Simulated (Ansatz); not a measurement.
Crystal: HgSe.

```
Hg Se
1.0
     0.00000    3.03900    3.03900
     3.03900    0.00000    3.03900
     3.03900    3.03900    0.00000
Hg Se
1 1
Direct
  0.00000 0.00000 0.00000
  0.75000 0.75000 0.75000
```

A run of Ansatz 0.2.0 on this cell left the log below. Logs are shortened: lines on timing, memory, paths and dates and some standing lists are left out, and cuts for length are marked.

```text
Warning: RAYON_NUM_THREADS=1 ignored (pool sized by the plan → 1); use --threads N
Hg: projections on atomic orbitals take those of the free atom 1s2 2s2 2p6 3s2 3p6 3d10 4s2 4p6 4d10 4f14 5s2 5p6 5d10 6s2, of charge +0.00 (hamiltonian.pseudopotentials.projection_atoms)
Se: projections on atomic orbitals take those of the free atom 1s2 2s2 2p6 3s2 3p6 3d10 4s2 4p4, of charge +0.00 (hamiltonian.pseudopotentials.projection_atoms)
LAPW: plane waves up to 8.541 Å⁻¹, error target 1.0e-3 eV per atom; small_component_spin mean_spin; Se in spheres of 1.257 Å, 24 of its electrons in bands, Dirac shells []; Hg in spheres of 1.375 Å, 44 of its electrons in bands, Dirac shells [] (how accurate: hamiltonian.pseudopotentials.lapw.basis_error, Limitations)
Engine: ansatz 0.2.0, x86_64-unknown-linux-gnu
Pseudopotentials: kind: all_electron
Pseudopotential: Hg, LAPW, valence charge 44, lapw/all_electron/scalar/gaussian/Hg, Koelling and Harmon's equation, gaussian nucleus
Pseudopotential: Se, LAPW, valence charge 24, lapw/all_electron/scalar/gaussian/Se, Koelling and Harmon's equation, gaussian nucleus
Functional definition: PBEsol
  exchange = pbesol_x
  correlation = pbesol_c
Crystal: 2 atoms, lattice volume = 56.133 Å³
Basis set: ecut = 277.9163077201866 eV, 609 PW (Γ), exchange–correlation at level 2
Bands: 41, of which v1, the nominal top of the filled ones, is band 34 counted from 1 (33 counted from 0)
Symmetry: 24 space group operations
Space group: F-43m (ITA 216), of the structure as read, at distance tolerance 3.8e-5 Å
k-points: 29 of 512 (time reversal used)
Non-local potential: Hg, projectors of the file, none
Non-local potential: Se, projectors of the file, none
[... 22 lines left out ...]
--- Per-component energies (eV) ---
  E_band       = -6526.252908
  E_kinetic    = 678146.760754
  E_xc         = -12339.129105
  E_electrostatic = -1265573.273737  (all electrons and nuclei)
  E_smearing   = -0.000597  (= −TS)
  E_closure    = 0.000000  (closes the sum)
  E_atoms      = -599760.826423  (free atoms, spherical and without spin; not in F)
  Σ components = -599765.642684   (vs F -599765.642684, Δ=0.00e0)
  Basis errors (estimates in eV, not in F): energy 4.4e-4 per atom: plane waves 4.0e-4 (2.4e-4 summed), levels above the bands 7.9e-98, relativity 4.7e-8, radial functions 4.0e-5, core shells 3.2e-8; eigenvalues (radial functions only) 1.5e-6; not estimated: angular momenta, meshes, grids; target (lapw.basis_error) 1.0e-3; muffin-tin radii Se 1.257 Å, Hg 1.375 Å
--- Forces (eV/Å), atoms counted from 1 ---
  atom   1  Hg     0.00000000    -0.00000000    -0.00000000
  atom   2  Se    -0.00000000     0.00000000     0.00000000
  max |Σ_I F_I| component: 1.85e-17 eV/Å
--- Stress (GPa, compression-positive) ---
        1.515760      -0.000000      -0.000000
       -0.000000       1.515760       0.000000
       -0.000000       0.000000       1.515760
  P = ⅓ Tr σ = 1.5158 GPa (15.158 kbar)
--- Band table (eV; the first three rows and the last of 29) ---
  k-point 0: bands = ["-334.2309", "-334.2309", "-334.2284", "-334.2284", "-334.2284", "-197.1322", "-136.7965", "-136.7965", "-136.7965", "-104.2034", "-82.1518", "-82.1518", "-82.1518", "-82.1504", "-82.1504", "-82.1504", "-82.1488", "-52.6161", "-52.6161", "-52.6161", "-37.2283", "-37.2283", "-37.2283", "-37.2249", "-37.2249", "-3.1749", "3.1477", "3.1477", "3.1477", "3.9027", "3.9027", "9.3047", "10.3317", "10.3317", "10.3317", "15.7575", "15.7575", "15.7575", "18.6526", "21.6562", "21.6562"]
  k-point 1: bands = ["-334.2309", "-334.2309", "-334.2284", "-334.2284", "-334.2284", "-197.1322", "-136.7965", "-136.7965", "-136.7965", "-104.2034", "-82.1518", "-82.1518", "-82.1518", "-82.1504", "-82.1504", "-82.1504", "-82.1488", "-52.6161", "-52.6161", "-52.6161", "-37.2283", "-37.2283", "-37.2283", "-37.2249", "-37.2249", "-3.1071", "3.1741", "3.1785", "3.1785", "3.9002", "3.9002", "8.4320", "10.1703", "10.1703", "10.9048", "15.3912", "15.9767", "15.9767", "19.6596", "20.7107", "20.7107"]
  k-point 2: bands = ["-334.2309", "-334.2309", "-334.2284", "-334.2284", "-334.2284", "-197.1322", "-136.7965", "-136.7965", "-136.7965", "-104.2034", "-82.1518", "-82.1518", "-82.1518", "-82.1504", "-82.1504", "-82.1504", "-82.1488", "-52.6163", "-52.6161", "-52.6161", "-37.2284", "-37.2283", "-37.2283", "-37.2249", "-37.2249", "-2.9384", "3.2471", "3.2471", "3.3126", "3.9054", "3.9054", "7.0405", "9.8105", "9.8105", "11.3375", "15.5855", "16.3652", "16.3652", "19.7010", "20.4031", "20.4031"]
  k-point 28: bands = ["-334.2309", "-334.2309", "-334.2284", "-334.2284", "-334.2284", "-197.1322", "-136.7965", "-136.7965", "-136.7965", "-104.2034", "-82.1518", "-82.1518", "-82.1518", "-82.1504", "-82.1504", "-82.1504", "-82.1488", "-52.6164", "-52.6163", "-52.6162", "-37.2285", "-37.2284", "-37.2283", "-37.2249", "-37.2248", "-2.5238", "3.4402", "3.5498", "3.8153", "3.8456", "4.5247", "4.9879", "7.5414", "7.8777", "13.9318", "15.3597", "16.3247", "17.6512", "20.4822", "22.5753", "22.7682"]
--- Löwdin populations: 2 sites ---
  site symbol       q [e]
     0     Hg     78.9341
     1     Se     34.8508
  spilling = 0.001886 (of n_electrons = 114.000000)
```

Q: What input gives this log?

A: Single point with PBEsol, no spin polarisation. The files as run (others can give the same):

input.yaml
```yaml
crystal:
  lattice:
    - [0.0, 3.039, 3.039]
    - [3.039, 0.0, 3.039]
    - [3.039, 3.039, 0.0]
  atoms:
    - { symbol: Hg, position: [0.0, 0.0, 0.0] }
    - { symbol: Se, position: [0.75, 0.75, 0.75] }
kpoints:
  mp_grid: { grid: [8, 8, 8] }
scf:
  occupations: { method: fermi_dirac, width: 0.05 }
hamiltonian:
  xc: pbesol
  pseudopotentials: { kind: all_electron, lapw: { basis_error: 0.001 } }
output:
  forces: true
  stress: true
  eigenvalues: true
  populations: true
```

Potentials or basis: all-electron LAPW, scalar-relativistic.
The run is started by
```sh
$ ansatz run input.yaml --threads 1 --pin off --max-ram 3072MiB --backend cpu --events-out ev --progress --plain --runs-dir out
```
